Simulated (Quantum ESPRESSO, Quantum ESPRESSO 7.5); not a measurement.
# 2H-MoTe2, 1 layer: a series in biaxial strain

Wanted: a table for 2H-MoTe2, 1 layer against biaxial strain, and what can be fitted to it.

Calculated with Quantum ESPRESSO 7.5; plane-wave DFT, PBE, GBRV ultrasoft pseudopotentials.

## Step 1: Starting point

The cell holds 3 atoms: 2 Te and 1 Mo. Cell: a = 3.550 Å, b = 3.550 Å, c = 18.774 Å, α = 90.0°, β = 90.0°, γ = 120.0°. It derives from MoTe2. Vacuum lies along c.

Set-up: Cell and atoms are first relaxed; each strained cell is then held and the atoms relax in it. A periodic run with 15 Å of vacuum in the starting cell gives the vacuum levels, and bands follow along a path. The bands are repeated with spin-orbit coupling and fully relativistic files.

Members -2, -1, 0, 1 and 2 took the same steps and show in the table alone.

## Step 2: Relaxing cell and ions of the reference

What the set-up leaves free in this member is relaxed.

The input, ref.relax.in:

```
&control
  prefix = 'ref.relax'
  outdir = './out'
  pseudo_dir = './pseudo'
  nstep = 80
  forc_conv_thr = 0.0004
  calculation = 'vc-relax'
  etot_conv_thr = 1e-06
/
&system
  ibrav = 0
  nat = 3
  ntyp = 2
  ecutwfc = 50
  ecutrho = 250
  occupations = 'smearing'
  smearing = 'fd'
  degauss = 0.004
/
&electrons
  conv_thr = 1e-09
  mixing_beta = 0.4
  electron_maxstep = 120
  mixing_mode = 'plain'
/
&ions
/
&cell
  cell_dofree = '2Dxy'
  press_conv_thr = 0.3
/
ATOMIC_SPECIES
  Te  127.6000  te_pbe_v1.uspp.F.UPF
  Mo  95.9500  mo_pbe_v1.uspp.F.UPF
CELL_PARAMETERS angstrom
  3.55000000000000 0.00000000000000 0.00000000000000
  -1.77500000000000 3.07439018343476 0.00000000000000
  0.00000000000000 0.00000000000000 18.77410263064833
ATOMIC_POSITIONS crystal
  Te  0.333333333300 0.666666666700 0.399486470675
  Mo  0.000000000000 0.000000000000 0.500000000000
  Te  0.333333333300 0.666666666700 0.600513529325
K_POINTS automatic
  12 12 1 0 0 0
```

Command:

```
> OMP_NUM_THREADS=1 mpirun -n 4 pw.x -nk 4 -in ref.relax.in > ref.relax.out
```

Output:

```text
Program PWSCF v.7.5 starts
[citation notice left out]

     Parallel version (MPI & OpenMP), running on       4 processor cores
     Number of MPI processes:                 4
     Threads/MPI process:                     1

     MPI processes distributed on     1 nodes
[...]
Current dimensions of program PWSCF are:
     Max number of different atomic species (ntypx) = 10
     Max number of k-points (npk) =  40000
     Max angular momentum in pseudopotentials (lmaxx) =  4
     Message from routine setup:
     using ibrav=0 with symmetry is DISCOURAGED, use correct ibrav instead

     K-points division:     npool     =       4
     Subspace diagonalization in iterative solution of the eigenvalue problem:
     a serial algorithm will be used

     G-vector sticks info
     --------------------
     sticks:   dense  smooth     PW     G-vecs:    dense   smooth      PW
     Sum         769     613    187                92099    65823   10653

     Using Slab Decomposition

     bravais-lattice index     =            0
     lattice parameter (alat)  =       6.7085  a.u.
     unit-cell volume          =    1382.7483 (a.u.)^3
     number of atoms/cell      =            3
     number of atomic types    =            2
     number of electrons       =        26.00
     number of Kohn-Sham states=           17
     kinetic-energy cutoff     =      50.0000  Ry
     charge density cutoff     =     250.0000  Ry
     scf convergence threshold =      1.0E-09
     mixing beta               =       0.4000
     number of iterations used =            8  plain     mixing
     energy convergence thresh.=      1.0E-06
     force convergence thresh. =      4.0E-04
     press convergence thresh. =      3.0E-01
     Exchange-correlation= SLA  PW   PBE  PBE
                           (   1   4   3   4   0   0   0)
     nstep                     =           80

     celldm(1)=   6.708528  celldm(2)=   0.000000  celldm(3)=   0.000000
     celldm(4)=   0.000000  celldm(5)=   0.000000  celldm(6)=   0.000000

     crystal axes: (cart. coord. in units of alat)
               a(1) = (   1.000000   0.000000   0.000000 )
               a(2) = (  -0.500000   0.866025   0.000000 )
               a(3) = (   0.000000   0.000000   5.288480 )

     reciprocal axes: (cart. coord. in units 2 pi/alat)
               b(1) = (  1.000000  0.577350 -0.000000 )
               b(2) = (  0.000000  1.154701  0.000000 )
               b(3) = (  0.000000 -0.000000  0.189090 )

     PseudoPot. # 1 for Te read from file:
     ./pseudo/te_pbe_v1.uspp.F.UPF
     Pseudo is Ultrasoft + core correction, Zval =  6.0
     Generated by new atomic code, or converted to UPF format
     Using radial grid of  891 points,  5 beta functions with:
                l(1) =   0
                l(2) =   0
                l(3) =   1
                l(4) =   1
                l(5) =   2
     Q(r) pseudized with  6 coefficients,  rinner =    1.800   1.800   1.800
                                                       1.800   1.800

     PseudoPot. # 2 for Mo read from file:
     ./pseudo/mo_pbe_v1.uspp.F.UPF
     Pseudo is Ultrasoft + core correction, Zval = 14.0
     Generated by new atomic code, or converted to UPF format
     Using radial grid of  889 points,  6 beta functions with:
                l(1) =   0
                l(2) =   0
                l(3) =   1
                l(4) =   1
                l(5) =   2
                l(6) =   2
     Q(r) pseudized with  6 coefficients,  rinner =    1.000   1.000   1.000
                                                       1.000   1.000

     atomic species   valence    mass     pseudopotential
     Te                6.00   127.60000     Te( 1.00)
     Mo               14.00    95.95000     Mo( 1.00)

     12 Sym. Ops. (no inversion) found

   Cartesian axes

     site n.     atom                  positions (alat units)
         1        Te     tau(   1) = (  -0.0000000   0.5773503   2.1126761  )
         2        Mo     tau(   2) = (   0.0000000   0.0000000   2.6442398  )
         3        Te     tau(   3) = (  -0.0000000   0.5773503   3.1758036  )

     number of k points=    19  Fermi-Dirac smearing, width (Ry)=  0.0040
                       cart. coord. in units 2pi/alat
        k(    1) = (   0.0000000   0.0000000   0.0000000), wk =   0.0138889
        k(    2) = (   0.0000000   0.0962250   0.0000000), wk =   0.0833333
        k(    3) = (   0.0000000   0.1924501   0.0000000), wk =   0.0833333
        k(    4) = (   0.0000000   0.2886751   0.0000000), wk =   0.0833333
        k(    5) = (   0.0000000   0.3849002   0.0000000), wk =   0.0833333
        k(    6) = (   0.0000000   0.4811252   0.0000000), wk =   0.0833333
        k(    7) = (   0.0000000  -0.5773503   0.0000000), wk =   0.0416667
        k(    8) = (   0.0833333   0.1443376   0.0000000), wk =   0.0833333
        k(    9) = (   0.0833333   0.2405626   0.0000000), wk =   0.1666667
        k(   10) = (   0.0833333   0.3367877   0.0000000), wk =   0.1666667
[...]
k(   19) = (   0.3333333   0.5773503   0.0000000), wk =   0.0277778

     Dense  grid:    92099 G-vectors     FFT dimensions: (  36,  36, 180)

     Smooth grid:    65823 G-vectors     FFT dimensions: (  32,  32, 160)

     Estimated max dynamical RAM per process >     151.54 MB

     Estimated total dynamical RAM >     538.69 MB

     Initial potential from superposition of free atoms

     starting charge      25.9985, renormalised to      26.0000

     negative rho (up, down):  2.143E-03 0.000E+00
     Starting wfcs are   21 randomized atomic wfcs

     total cpu time spent up to now is        1.4 secs

     per-process dynamical memory:    73.0 Mb

     Self-consistent Calculation

     iteration #  1     ecut=    50.00 Ry     beta= 0.40
     Davidson diagonalization with overlap
     ethr =  1.00E-02,  avg # of iterations =  2.0

     negative rho (up, down):  2.218E-03 0.000E+00

     total cpu time spent up to now is        2.7 secs

     total energy              =    -192.09718620 Ry
     estimated scf accuracy    <       0.60157265 Ry

     iteration #  2     ecut=    50.00 Ry     beta= 0.40
[...]
negative rho (up, down):  1.949E-03 0.000E+00

[...]
total energy              =    -192.10815186 Ry
     estimated scf accuracy    <       3.07784042 Ry

     iteration #  3     ecut=    50.00 Ry     beta= 0.40
[...]
negative rho (up, down):  1.968E-03 0.000E+00

[...]
total energy              =    -192.38459206 Ry
[...]
Total force =     0.000449     Total SCF correction =     0.000006
[...]
number of bfgs steps    =   5
[...]
new trust radius        =       0.0076285047 bohr
[...]
!    total energy              =    -192.38920853 Ry
[...]
Total force =     0.000368     Total SCF correction =     0.000006
[...]
number of bfgs steps    =   6
[...]
new trust radius        =       0.0114427570 bohr
[...]
!    total energy              =    -192.38927444 Ry
[...]
Total force =     0.000244     Total SCF correction =     0.000007
[...]
number of bfgs steps    =   7
[...]
new trust radius        =       0.0171641355 bohr
[...]
!    total energy              =    -192.38932712 Ry
[...]
Total force =     0.000060     Total SCF correction =     0.000002
[...]
number of bfgs steps    =   8
[...]
new trust radius        =       0.0078536867 bohr
[...]
!    total energy              =    -192.38933292 Ry
[...]
Total force =     0.000005     Total SCF correction =     0.000004
[...]
number of bfgs steps    =   9
[...]
new trust radius        =       0.0000058301 bohr
[...]
Self-consistent Calculation

     iteration #  1     ecut=    50.00 Ry     beta= 0.40
     Davidson diagonalization with overlap
     ethr =  1.00E-06,  avg # of iterations =  2.0

     Threshold (ethr) on eigenvalues was too large:
     Diagonalizing with lowered threshold

     Davidson diagonalization with overlap
     ethr =  5.04E-13,  avg # of iterations =  1.9

     negative rho (up, down):  2.274E-03 0.000E+00

     total cpu time spent up to now is      142.5 secs

     total energy              =    -192.38933292 Ry
     estimated scf accuracy    <          1.3E-10 Ry

     iteration #  2     ecut=    50.00 Ry     beta= 0.40
[...]
negative rho (up, down):  2.274E-03 0.000E+00

[...]
total energy              =    -192.38933292 Ry
     estimated scf accuracy    <          7.5E-10 Ry

     iteration #  3     ecut=    50.00 Ry     beta= 0.40
[...]
negative rho (up, down):  2.274E-03 0.000E+00

[...]
End of self-consistent calculation

          k = 0.0000 0.0000 0.0000 (  8221 PWs)   bands (ev):

   -60.2525 -34.3881 -34.2862 -34.2862 -12.0210 -11.1046  -4.4119  -1.2111
    -1.1378  -1.1378  -0.3773  -0.3773   0.0736   3.4827   3.4827   3.7351
     3.7351

          k = 0.0000 0.0958 0.0000 (  8287 PWs)   bands (ev):

   -60.2520 -34.3866 -34.2937 -34.2880 -11.9290 -11.0400  -4.3097  -1.3920
    -1.3537  -1.0623  -0.5042  -0.3016   0.0638   3.1018   3.2011   3.5369
     3.5682

          k = 0.0000 0.1916 0.0000 (  8305 PWs)   bands (ev):

   -60.2506 -34.3823 -34.3140 -34.2928 -11.6620 -10.8534  -4.0271  -1.9296
    -1.8002  -0.8484  -0.8135  -0.3524  -0.0205   2.4014   2.6174   3.0824
     3.7522

          k = 0.0000 0.2873 0.0000 (  8269 PWs)   bands (ev):

   -60.2486 -34.3766 -34.3416 -34.2993 -11.2510 -10.5686  -3.6781  -2.6855
    -2.3935  -1.1733  -0.6668  -0.5369  -0.2480   1.9700   2.5923   2.6602
     3.9179

          k = 0.0000 0.3831 0.0000 (  8251 PWs)   bands (ev):

   -60.2466 -34.3708 -34.3690 -34.3059 -10.7618 -10.2368  -3.8741  -3.1191
    -2.9872  -1.4843  -0.9465  -0.4246  -0.2011   1.9410   2.2010   3.0651
     4.0159

          k = 0.0000 0.4789 0.0000 (  8237 PWs)   bands (ev):

   -60.2452 -34.3890 -34.3666 -34.3106 -10.3232  -9.9505  -4.5322  -3.7284
    -2.8427  -1.6894  -1.0845  -0.3381   0.0591   1.9663   2.0864   3.4987
     4.0572

[...]
the Fermi energy is     1.0476 ev

!    total energy              =    -192.38933292 Ry
     estimated scf accuracy    <          9.0E-13 Ry
     smearing contrib. (-TS)   =      -0.00000028 Ry
     internal energy E=F+TS    =    -192.38933264 Ry

     The total energy is F=E-TS. E is the sum of the following terms:
     one-electron contribution =    -767.06465623 Ry
     hartree contribution      =     385.05534904 Ry
     xc contribution           =     -48.27016441 Ry
     ewald contribution        =     237.89013896 Ry

     convergence has been achieved in   3 iterations

     negative rho (up, down):  2.274E-03 0.000E+00

     Forces acting on atoms (cartesian axes, Ry/au):

     atom    1 type  1   force =     0.00000000    0.00000000   -0.00000225
     atom    2 type  2   force =    -0.00000000   -0.00000000    0.00000000
     atom    3 type  1   force =     0.00000000    0.00000000    0.00000225

     Total force =     0.000003     Total SCF correction =     0.000002
     SCF correction compared to forces is large: reduce conv_thr to get better values

     Computing stress (Cartesian axis) and pressure

     negative rho (up, down):  2.274E-03 0.000E+00
          total   stress  (Ry/bohr**3)                   (kbar)     P=       -0.01
   0.00000003  -0.00000000   0.00000000            0.00       -0.00        0.00
  -0.00000000   0.00000003   0.00000000           -0.00        0.00        0.00
   0.00000000  -0.00000000  -0.00000021            0.00       -0.00       -0.03

     Energy error            =      1.3E-10 Ry
     Gradient error          =      2.3E-06 Ry/Bohr
     Cell gradient error     =      4.9E-03 kbar

     bfgs converged in  11 scf cycles and  10 bfgs steps
     (criteria: energy <  1.0E-06 Ry, force <  4.0E-04 Ry/Bohr, cell <  3.0E-01 kbar)

     End of BFGS Geometry Optimization

     Final enthalpy           =    -192.3893329234 Ry

     File ./out/ref.relax.bfgs deleted, as requested
Begin final coordinates
     new unit-cell volume =   1395.56417 a.u.^3 (   206.80127 Ang^3 )
     density =      2.81961 g/cm^3

CELL_PARAMETERS (angstrom)
   3.566413503  -0.000000000   0.000000000
  -1.783206751   3.088604694   0.000000000
   0.000000000   0.000000000  18.774102631

ATOMIC_POSITIONS (crystal)
Te               0.3333333333        0.6666666667        0.4034997501
Mo              -0.0000000000       -0.0000000000        0.5000000000
Te               0.3333333333        0.6666666667        0.5965002499
End final coordinates

[...]
Final scf calculation at the relaxed structure.
     The G-vectors are recalculated for the final unit cell
     Results may differ from those at the preceding step.

     G-vector sticks info
     --------------------
     sticks:   dense  smooth     PW     G-vecs:    dense   smooth      PW
     Sum         769     637    187                92891    66663   10761

     Using Slab Decomposition

     bravais-lattice index     =            0
     lattice parameter (alat)  =       6.7085  a.u.
     unit-cell volume          =    1395.5642 (a.u.)^3
     number of atoms/cell      =            3
     number of atomic types    =            2
     number of electrons       =        26.00
     number of Kohn-Sham states=           17
     kinetic-energy cutoff     =      50.0000  Ry
     charge density cutoff     =     250.0000  Ry
     scf convergence threshold =      1.0E-11
     mixing beta               =       0.4000
     number of iterations used =            8  plain     mixing
     press convergence thresh. =      3.0E-01
     Exchange-correlation= SLA  PW   PBE  PBE
                           (   1   4   3   4   0   0   0)

     celldm(1)=   6.708528  celldm(2)=   0.000000  celldm(3)=   0.000000
     celldm(4)=   0.000000  celldm(5)=   0.000000  celldm(6)=   0.000000

     crystal axes: (cart. coord. in units of alat)
               a(1) = (   1.004624  -0.000000   0.000000 )
               a(2) = (  -0.502312   0.870029   0.000000 )
               a(3) = (   0.00000
```

It took 2.9 min on 4 MPI ranks of Arm Neoverse V1, shared host; peak memory 0.8 GiB.

Relaxation path:

```tsv
step	energy less that of the first step (eV)	largest force (eV/Å)	volume (Å³)
1	0.0000	0.8331	204.90
2	-0.0264	0.6249	204.46
3	-0.0460	0.3871	204.10
4	-0.0573	0.0158	203.83
5	-0.0579	0.0103	204.09
6	-0.0585	0.0082	204.37
7	-0.0593	0.0067	204.79
8	-0.0602	0.0044	205.42
9	-0.0609	0.0011	206.37
10	-0.0610	0.0001	206.80
11	-0.0610	0.0001	206.80
12	-0.0610	0.0002	206.80
```

```tsv
cell as run	before	after	change
a (Å)	3.550	3.566	+0.5 %
b (Å)	3.550	3.566	+0.5 %
```

The atoms that moved most (Å, along periodic axes as changes of fractional coordinates times the final cell, across vacuum about the mean position):

```tsv
atom	dx	dy	dz	length
Te1	0.000	0.000	0.075	0.075
Te3	0.000	0.000	-0.075	0.075
```

Final coordinates:

```cif
data_structure
_symmetry_space_group_name_H-M 'P 1'
_symmetry_Int_Tables_number 1
_cell_length_a 3.5664
_cell_length_b 3.5664
_cell_length_c 18.7741
_cell_angle_alpha 90.000
_cell_angle_beta 90.000
_cell_angle_gamma 120.000
_cell_volume 206.80
loop_
_atom_site_label
_atom_site_type_symbol
_atom_site_fract_x
_atom_site_fract_y
_atom_site_fract_z
_atom_site_occupancy
Te1 Te 0.33333 0.66667 0.40350 1
Mo2 Mo 0.00000 0.00000 0.50000 1
Te3 Te 0.33333 0.66667 0.59650 1
```

 The last row is no step: it is a fresh SCF in the final cell with a new plane-wave basis, -0 meV from the row before.

This step gave:

| Item | Value |
| --- | --- |
| free energy | -2617.5903 eV |
| Fermi energy | 1.048 eV |

(Continued in part 2 of 7.)

[Logs are printed without paths, hosts, clocks, repeated set-up lines and the standing remarks that a program may print on its own settings, such as how far it seeks lower states.]

[Hosts, paths, dates, database ids (printed as entryN), source tags and the programs' standing remarks are cut or masked in the printed files.]

[Maps of the electrostatic potential energy from Ansatz leave out the sawtooth potential of an applied field or a dipole correction, so their vacuum need not be flat; planar profiles and work functions include it.]
